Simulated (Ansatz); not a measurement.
## ZnS at 18 GPa: from Born charge to LO–TO splitting and polaron coupling

Level of theory: DFT PBE, scalar-relativistic, plane waves, PAW (Ansatz 0.2.0). Cutoff 420 eV, 10×10×10 k-points (Γ-centred), fixed occupations. No spin polarisation. Phonons by linear response, acoustic sum rule imposed.

The cell, relaxed at 18 GPa:
```cif
data_structure
_symmetry_space_group_name_H-M 'F-43m'
_symmetry_Int_Tables_number 216
_cell_length_a 5.1343
_cell_length_b 5.1343
_cell_length_c 5.1343
_cell_angle_alpha 90.000
_cell_angle_beta 90.000
_cell_angle_gamma 90.000
_cell_volume 135.34
loop_
_atom_site_label
_atom_site_type_symbol
_atom_site_symmetry_multiplicity
_atom_site_Wyckoff_symbol
_atom_site_fract_x
_atom_site_fract_y
_atom_site_fract_z
_atom_site_occupancy
Zn1 Zn 4 a 0.00000 0.00000 0.00000 1
S1 S 4 c 0.25000 0.25000 0.25000 1
```

The real crystal has changed phase below this pressure.

Linear response gives ν_TO = 348.9 cm⁻¹, Born charges ±1.778 e (positive on Zn) and ε∞ = 5.976. The primitive cell holds 33.836 Å³, and the masses are 65.380 and 32.060 amu.

Task: Find ν_LO and the static dielectric constant.

Result: The long-wave field adds a restoring force: ω_LO² − ω_TO² = Z*²e²/(ε_vac ε∞ μV). In these units ν_LO² − ν_TO² = 4.92064×10⁷ Z*²/(μ V ε∞) cm⁻², with μ = m₁m₂/(m₁ + m₂) = 21.512 amu: 35772 cm⁻². So ν_LO = √(348.9² + 35772) = 396.8 cm⁻¹, and the run gives 396.8. Lyddane–Sachs–Teller then gives ε0 = ε∞ (ν_LO/ν_TO)² = 7.73, against 7.73 in the run (it forms both from the same three quantities, so the match checks the arithmetic only). Between ν_TO and ν_LO the dielectric function is negative and an undamped crystal reflects fully: a reststrahlen band from 25.2 to 28.7 μm.

Task: What do the Clausius–Mossotti polarisability and the Szigeti charge come to?

Result: With the Lorentz local field, α = (3V/4π)(ε∞ − 1)/(ε∞ + 2) = 5.04 Å³ for the pair, and e_S = 3Z*/(ε∞ + 2) = 0.67 e. The Born charge includes the electrons' response to the dipole's own local field, and e_S takes that enhancement out. The Lorentz field assumes point-like polarisable ions, a poor picture once ε∞ is this large, since the electron clouds then overlap or are shared, so both numbers are formal here.

Task: How strongly does a slow electron couple to the LO mode?

Result: For one isotropic parabolic band, Fröhlich's constant is α_F = (1/ε∞ − 1/ε0) √(m* Ry/ħω_LO), with Ry = 13.606 eV, ħω_LO = 49.2 meV and m* in free-electron masses: α_F = 0.0380 × 16.63 × √m* = 0.63 √m*. The band mass isn't part of this run; for m* = 0.1, 0.3 and 1 it gives 0.20, 0.35, 0.63. In weak coupling the polaron lies α_F ħω_LO below the band edge (17 meV at m* = 0.3) with a mass m*(1 + α_F/6); past α_F of about 5 or 6 that expansion fails. A semilocal functional's ε∞ tends to be too large, which taken alone lowers α_F.

Cost: 1 run of about 0.47 core-minutes, on AMD EPYC 9R45 (Zen 5) (shared hosts).

The lattice adds only a modest share to the static dielectric constant, 7.73 against an electronic 5.976. That share grows with the square of the Born charge and falls with the square of the TO frequency, so the stiff, short Zn–S bonds of the compressed crystal hold it down despite a sizeable dynamical charge. The charge of 1.778 e reflects polar covalent bonding, in which electrons shift as the sublattices move, and isn't a count of electrons transferred to sulfur.

The same small ionic screening keeps the Fröhlich coupling weak to moderate, at most 0.63 for the masses tried. This suggests a large, mobile polaron if the conduction minimum is the light, s-like state at Γ; a minimum near X, which pressure favours in zinc blende, would need an anisotropic treatment. The real TO frequency shows resistance to that zone-centre distortion only, which is compatible with a first-order transition to another phase. Self-trapping of holes in the heavier, sulfur p-derived valence bands remains an open question.
